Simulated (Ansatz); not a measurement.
The system is Cs.

```
Cs
1.0
     0.00000    3.94834    3.94834
     3.94834    0.00000    3.94834
     3.94834    3.94834    0.00000
Cs
1
Direct
  0.00000 0.00000 0.00000
```

This isn't the form of Cs at room conditions, which is bcc.

```yaml
Program: Ansatz 0.2.0
Task: relaxation of cell and atoms
Functional: PBE
Dispersion: D3(BJ)
Potentials_or_basis: Ansatz PAW
Cutoff: "420 eV (not typed: the program's choice for these potentials)"
k_mesh: 6 × 6 × 6
Occupations: fermi-dirac, width 0.05 eV
Spin: no spin polarisation
```

At the start: volume 123.10 Å³/atom.

Where does the relaxation end?

It ends after 5 steps and the volume is 112.10 Å³/atom (-8.9 %); space group Fm-3m (No. 225, to 0.05 Å).

The path:
| step | energy change (eV) | largest force (eV/Å) | volume (Å³) |
| --- | --- | --- | --- |
| 1 | 0.0000 | 0.0000 | 123.10 |
| 2 | -0.0008 | 0.0000 | 122.33 |
| 3 | -0.0064 | 0.0000 | 110.65 |
| 4 | -0.0065 | 0.0000 | 112.10 |
| 5 | -0.0064 | 0.0000 | 112.10 |

Final structure:
```
Cs
1.0
     0.00000    3.82702    3.82702
     3.82702    0.00000    3.82702
     3.82702    3.82702    0.00000
Cs
1
Cartesian
  0.0000 0.0000 0.0000
```

Caveat: the plane-wave basis is chosen anew once the cell has moved, so the energies of steps on either side of that aren't comparable; pairwise dispersion overbinds metals, which lowers pressure and volume.
